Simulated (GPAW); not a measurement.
# Au (Fm-3m) in GPAW: further runs, part 2 of 2

GPAW 26.7.0. The steps go on from the part before.

## 5. Band structure, TASK, spin-orbit coupling, no magnetisation

File run.py:

```python
import numpy as np
from ase.dft.bandgap import bandgap
from ase.io import write
from ase.spacegroup import crystal
from ase.units import GPa
from gpaw import GPAW, PW
from gpaw.spinorbit import soc_eigenstates

# Au 4a
atoms = crystal(['Au'],
                basis=[[0.0, 0.0, 0.0]],
                spacegroup=225, setting=1,  # Fm-3m
                cellpar=[4.07, 4.07, 4.07, 90.0, 90.0, 90.0],
                primitive_cell=True)

calc = GPAW(mode=PW(600),
            xc='MGGA_X_TASK+LDA_C_PW',
            kpts={'size': (11, 11, 11), 'gamma': True},
            occupations={'name': 'fermi-dirac', 'width': 0.05},
            nbands=14,
            convergence={'density': 1e-05, 'energy': 1e-05},
            maxiter=150,
            txt='gpaw.txt')
atoms.calc = calc
energy = atoms.get_potential_energy()
forces = atoms.get_forces()
stress = atoms.get_stress()
calc.write('gs.gpw')
write('result.traj', atoms)
print(f'Energy: {energy:.6f} eV')
print('Forces (eV/A):')
print(forces.round(4))
print('Stress (GPa):', (stress / GPa).round(3))
print('Fermi level:', round(calc.get_fermi_level(), 4), 'eV')
print(f'Gap: {bandgap(calc)[0]:.4f} eV, direct: {bandgap(calc, direct=True)[0]:.4f} eV')

path = atoms.cell.bandpath('GXWKGLUWLK,UX', npoints=80, eps=1e-4)
bs_calc = calc.fixed_density(kpts=path, symmetry='off', nbands=21,
                             convergence={'bands': 'CBM+6.0', 'eigenstates': 1e-6}, txt='bands.txt')
bs = bs_calc.band_structure()
bs.write('bs.json')
print(f'Gap on the path: {bandgap(bs_calc)[0]:.4f} eV')

soc = soc_eigenstates(bs_calc, theta=0, phi=0, ignore_xc_potential=True)
np.savetxt('soc_bands.dat', soc.eigenvalues(), fmt='%.4f')
mesh = soc_eigenstates('gs.gpw', theta=0, phi=0, ignore_xc_potential=True)
np.savetxt('soc_mesh.dat', mesh.eigenvalues(), fmt='%.4f')
print('Fermi level with spin-orbit coupling:', round(mesh.fermi_level, 4), 'eV')
```

Launch:

```
> OMP_NUM_THREADS=1 python run.py
```

Wall time 46 s (1 thread of AMD EPYC 9R14 (Zen 4), shared host); peak memory 0.33 GiB.

Results (log left out):

| Quantity | Value |
| --- | --- |
| Free energy | 58.8066 eV |
| Pressure | 13.0 GPa |
| Band gap along the path | none (metal or under the smearing width) |

Levels at the corners of the path, in eV from the Fermi level:
| point | band 6 | band 7 | band 8 | band 9 | band 10 | band 11 | band 12 | band 13 | band 14 |
| --- | --- | --- | --- | --- | --- | --- | --- | --- | --- |
| Γ | -6.08 | -4.82 | -4.82 | -3.53 | -3.53 | -3.53 | -3.53 | 17.28 | 17.28 |
| X | -2.77 | -2.52 | -2.52 | -1.44 | -1.44 | 0.97 | 0.97 | 6.22 | 6.22 |
| W | -5.77 | -3.76 | -3.76 | -2.04 | -2.04 | 5.12 | 5.12 | 5.99 | 5.99 |
| K | -4.56 | -3.51 | -3.51 | -2.38 | -2.38 | 4.07 | 4.07 | 5.12 | 5.12 |
| Γ | -6.08 | -4.82 | -4.82 | -3.53 | -3.53 | -3.53 | -3.53 | 17.28 | 17.28 |
| L | -4.98 | -2.81 | -2.81 | -2.06 | -2.06 | -1.09 | -1.09 | 3.25 | 3.25 |
| U | -4.56 | -3.51 | -3.51 | -2.38 | -2.38 | 4.07 | 4.07 | 5.12 | 5.12 |
| W | -5.77 | -3.76 | -3.76 | -2.04 | -2.04 | 5.12 | 5.12 | 5.99 | 5.99 |
| L | -4.98 | -2.81 | -2.81 | -2.06 | -2.06 | -1.09 | -1.09 | 3.25 | 3.25 |
| K | -4.56 | -3.51 | -3.51 | -2.38 | -2.38 | 4.07 | 4.07 | 5.12 | 5.12 |
| U | -4.56 | -3.51 | -3.51 | -2.38 | -2.38 | 4.07 | 4.07 | 5.12 | 5.12 |
| X | -2.77 | -2.52 | -2.52 | -1.44 | -1.44 | 0.97 | 0.97 | 6.22 | 6.22 |

Caveat: with this Au data set, volumes or pressures lay over 1.5 % or 2 GPa off other programs in two to four cells of ten; spin-orbit coupling was added after a scalar SCF, so levels and gaps hold it while energy, forces, pressure and moments don't; this program's spin-orbit splittings come out too wide for heavy elements; the PAW data sets were made with another functional, which shifts forces and pressure a little.

## 6. Equation of state, RPBE+D3(BJ)

File run.py:

```python
import spglib
from ase import Atoms
from ase.calculators.mixing import SumCalculator
from ase.eos import EquationOfState
from ase.io import Trajectory, read
from ase.units import GPa
from dftd3.ase import DFTD3
from gpaw import GPAW, PW

atoms = read('Au.cif')
cell, positions, numbers = spglib.find_primitive(
    (atoms.cell[:], atoms.get_scaled_positions(), atoms.numbers), symprec=1e-4)
atoms = Atoms(numbers, cell=cell, scaled_positions=positions, pbc=True)

traj = Trajectory('eos.traj', 'w')
volumes, energies = [], []
for x in [0.94, 0.96, 0.98, 1.0, 1.02, 1.04, 1.06]:
    a = atoms.copy()
    a.set_cell(atoms.cell * x**(1 / 3), scale_atoms=True)
    calc = GPAW(mode=PW(600),
                xc='RPBE',
                kpts={'size': (11, 11, 11), 'gamma': True},
                occupations={'name': 'fermi-dirac', 'width': 0.05},
                nbands=14,
                convergence={'density': 1e-05, 'energy': 1e-05},
                maxiter=150,
                txt=f'eos-{x:.2f}.txt')
    a.calc = SumCalculator([calc, DFTD3(method='rpbe', damping='d3bj')])
    energies.append(a.get_potential_energy())
    volumes.append(a.get_volume())
    p = -a.get_stress()[:3].mean() / GPa
    calc.write(f'eos-{x:.2f}.gpw')
    traj.write(a)
    print(f'{x:.2f} {volumes[-1]:10.4f} A^3 {energies[-1]:14.6f} eV {p:9.3f} GPa', flush=True)

v0, e0, B = EquationOfState(volumes, energies, eos='birchmurnaghan').fit()
print(f'V0 = {v0:.4f} A^3, E0 = {e0:.6f} eV, B0 = {B / GPa:.2f} GPa')
```

File Au.cif:

```cif
data_Au
_cell_length_a 4.07000000
_cell_length_b 4.07000000
_cell_length_c 4.07000000
_cell_angle_alpha 90.00000000
_cell_angle_beta 90.00000000
_cell_angle_gamma 90.00000000
_space_group_name_H-M_alt 'Fm-3m'
_space_group_name_Hall '-F 4 2 3'
_space_group_IT_number 225
loop_
_space_group_symop_operation_xyz
'x,y,z'
'-x,-y,-z'
'-y,x,z'
'y,-x,-z'
'-x,-y,z'
'x,y,-z'
'y,-x,z'
'-y,x,-z'
'x,-y,-z'
'-x,y,z'
'-y,-x,-z'
'y,x,z'
'-x,y,-z'
'x,-y,z'
'y,x,-z'
'-y,-x,z'
'z,x,y'
'-z,-x,-y'
'z,-y,x'
'-z,y,-x'
'z,-x,-y'
'-z,x,y'
'z,y,-x'
'-z,-y,x'
'-z,x,-y'
'z,-x,y'
'-z,-y,-x'
'z,y,x'
'-z,-x,y'
'z,x,-y'
'-z,y,x'
'z,-y,-x'
'y,z,x'
'-y,-z,-x'
'x,z,-y'
'-x,-z,y'
'-y,z,-x'
'y,-z,x'
'-x,z,y'
'x,-z,-y'
'-y,-z,x'
'y,z,-x'
'-x,-z,-y'
'x,z,y'
'y,-z,-x'
'-y,z,x'
'x,-z,y'
'-x,z,-y'
'x,y+1/2,z+1/2'
'-x,-y+1/2,-z+1/2'
'-y,x+1/2,z+1/2'
[... 62 lines left out ...]
'-z+1/2,-x,-y+1/2'
'z+1/2,-y,x+1/2'
'-z+1/2,y,-x+1/2'
'z+1/2,-x,-y+1/2'
'-z+1/2,x,y+1/2'
'z+1/2,y,-x+1/2'
'-z+1/2,-y,x+1/2'
'-z+1/2,x,-y+1/2'
'z+1/2,-x,y+1/2'
'-z+1/2,-y,-x+1/2'
'z+1/2,y,x+1/2'
'-z+1/2,-x,y+1/2'
'z+1/2,x,-y+1/2'
'-z+1/2,y,x+1/2'
'z+1/2,-y,-x+1/2'
'y+1/2,z,x+1/2'
'-y+1/2,-z,-x+1/2'
'x+1/2,z,-y+1/2'
'-x+1/2,-z,y+1/2'
'-y+1/2,z,-x+1/2'
'y+1/2,-z,x+1/2'
'-x+1/2,z,y+1/2'
'x+1/2,-z,-y+1/2'
'-y+1/2,-z,x+1/2'
'y+1/2,z,-x+1/2'
'-x+1/2,-z,-y+1/2'
'x+1/2,z,y+1/2'
'y+1/2,-z,-x+1/2'
'-y+1/2,z,x+1/2'
'x+1/2,-z,y+1/2'
'-x+1/2,z,-y+1/2'
'x+1/2,y+1/2,z'
'-x+1/2,-y+1/2,-z'
'-y+1/2,x+1/2,z'
'y+1/2,-x+1/2,-z'
'-x+1/2,-y+1/2,z'
'x+1/2,y+1/2,-z'
'y+1/2,-x+1/2,z'
'-y+1/2,x+1/2,-z'
'x+1/2,-y+1/2,-z'
'-x+1/2,y+1/2,z'
'-y+1/2,-x+1/2,-z'
'y+1/2,x+1/2,z'
'-x+1/2,y+1/2,-z'
'x+1/2,-y+1/2,z'
'y+1/2,x+1/2,-z'
'-y+1/2,-x+1/2,z'
'z+1/2,x+1/2,y'
'-z+1/2,-x+1/2,-y'
'z+1/2,-y+1/2,x'
'-z+1/2,y+1/2,-x'
'z+1/2,-x+1/2,-y'
'-z+1/2,x+1/2,y'
'z+1/2,y+1/2,-x'
'-z+1/2,-y+1/2,x'
'-z+1/2,x+1/2,-y'
'z+1/2,-x+1/2,y'
'-z+1/2,-y+1/2,-x'
'z+1/2,y+1/2,x'
'-z+1/2,-x+1/2,y'
'z+1/2,x+1/2,-y'
'-z+1/2,y+1/2,x'
'z+1/2,-y+1/2,-x'
'y+1/2,z+1/2,x'
'-y+1/2,-z+1/2,-x'
'x+1/2,z+1/2,-y'
'-x+1/2,-z+1/2,y'
'-y+1/2,z+1/2,-x'
'y+1/2,-z+1/2,x'
'-x+1/2,z+1/2,y'
'x+1/2,-z+1/2,-y'
'-y+1/2,-z+1/2,x'
'y+1/2,z+1/2,-x'
'-x+1/2,-z+1/2,-y'
'x+1/2,z+1/2,y'
'y+1/2,-z+1/2,-x'
'-y+1/2,z+1/2,x'
'x+1/2,-z+1/2,y'
'-x+1/2,z+1/2,-y'
loop_
_atom_site_label
_atom_site_type_symbol
_atom_site_symmetry_multiplicity
_atom_site_Wyckoff_symbol
_atom_site_fract_x
_atom_site_fract_y
_atom_site_fract_z
_atom_site_occupancy
Au1 Au 4 a 0.0000000000 0.0000000000 0.0000000000 1
```

Potentials or basis: the program's PAW data sets (release 1.2.1) made for this functional, pw.

Launch:

```
> OMP_NUM_THREADS=1 python run.py
```

Run time: 41 s. Hardware: 1 thread of AMD EPYC 9R14 (Zen 4), shared host; peak memory 0.19 GiB.

The run converged. Its results:

```yaml
Equilibrium_volume: "15.20 Å³/atom (rough: see the caveat)"
Bulk_modulus: 302 GPa (rough)
```

Energy against volume, from the lowest point:
| volume (Å³/atom) | energy (meV/atom) |
| --- | --- |
| 15.843 | 0.00 |
| 16.181 | 28.38 |
| 16.518 | 65.99 |
| 16.855 | 111.47 |
| 17.192 | 163.71 |
| 17.529 | 221.74 |
| 17.866 | 284.68 |

Caveat: with this Au data set, volumes or pressures lay over 1.5 % or 2 GPa off other programs in two to four cells of ten; the minimum lies outside the volumes run.

## 7. The runs side by side

| task | level | potentials or basis | spin | eigensolver | band path | band points | spin axis theta (degrees) | spin axis phi (degrees) | pressure (GPa) |
| --- | --- | --- | --- | --- | --- | --- | --- | --- | --- |
| equation of state | PBE | PAW data sets generated in the run's folder for this functional, pw | off | - | - | - | - | - | - |
| equation of state | SCAN | GPAW PAW data sets (gpaw-data 1.2.1), pw | off | - | - | - | - | - | - |
| band structure | revTPSS | GPAW PAW data sets (gpaw-data 1.2.1), pw | SOC, no magnetisation | davidson | GXWKGLUWLK,UX | 80 | 0 | 0 | 3.3 |
| band structure | TASK | GPAW PAW data sets (gpaw-data 1.2.1), pw | SOC, no magnetisation | - | GXWKGLUWLK,UX | 80 | 0 | 0 | 13.0 |
| equation of state | RPBE+D3(BJ) | the program's PAW data sets (release 1.2.1) made for this functional, pw | off | - | - | - | - | - | - |

Alike in all rows: cell as given; k mesh 11 × 11 × 11; cutoff (eV) 600; smearing fermi-dirac 0.05 eV.

Caveats: with this Au data set, volumes or pressures lay over 1.5 % or 2 GPa off other programs in two to four cells of ten; the PAW data sets were made with another functional, which shifts forces and pressure a little (some runs); the minimum lies outside the volumes run (some runs); spin-orbit coupling was added after a scalar SCF, so levels and gaps hold it while energy, forces, pressure and moments don't (some runs); this program's spin-orbit splittings come out too wide for heavy elements (some runs); the points scatter about the fit (some runs).

Absolute energies hang on the potentials; compare differences alone.
